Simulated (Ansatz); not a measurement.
Cubic perovskite BaSnO3, treated with PBE (plane waves, PAW; Ansatz, a quantum-chemistry and plane-wave program).

Numerical settings: plane-wave cutoff 520 eV, 8×8×8 k mesh, Fermi–Dirac smearing 0.01 eV, scalar-relativistic PAW data made under PBE.

Cell (relaxed at this level):

```cif
data_BaO3Sn
_chemical_formula_sum 'Ba1 Sn1 O3'
_space_group_name_H-M_alt 'P 1'
_space_group_IT_number 1
_cell_length_a 4.17597
_cell_length_b 4.17597
_cell_length_c 4.17597
_cell_angle_alpha 90.000
_cell_angle_beta 90.000
_cell_angle_gamma 90.000
loop_
_space_group_symop_operation_xyz
  'x, y, z'
loop_
_atom_site_label
_atom_site_type_symbol
_atom_site_fract_x
_atom_site_fract_y
_atom_site_fract_z
_atom_site_occupancy
Ba1 Ba 0.00000 0.00000 0.00000 1
Sn1 Sn 0.50000 0.50000 0.50000 1
O1 O 0.50000 0.00000 0.50000 1
O2 O 0.00000 0.50000 0.50000 1
O3 O 0.50000 0.50000 0.00000 1
```

Q: Give the computed bulk modulus, band gap, smallest direct gap on the k points sampled and pressure derivative B′ of the bulk modulus.

A: 
- bulk modulus = 133 GPa
- band gap = 0.48 eV
- smallest direct gap on the k points sampled = 0.97 eV
- pressure derivative B′ of the bulk modulus = 5.3

Measured, for comparison: band gap 2.95 eV (temperature not stated, no zero-point or thermal correction, indirect, from the absorption edge of a single crystal; as tabulated in Kim et al. (2012), arXiv:1207.0764).

Spin–orbit coupling is not included.

The computed numbers hold no vibrational or temperature effects.

Cost on a shared machine: about 60 core-seconds (a rough figure).
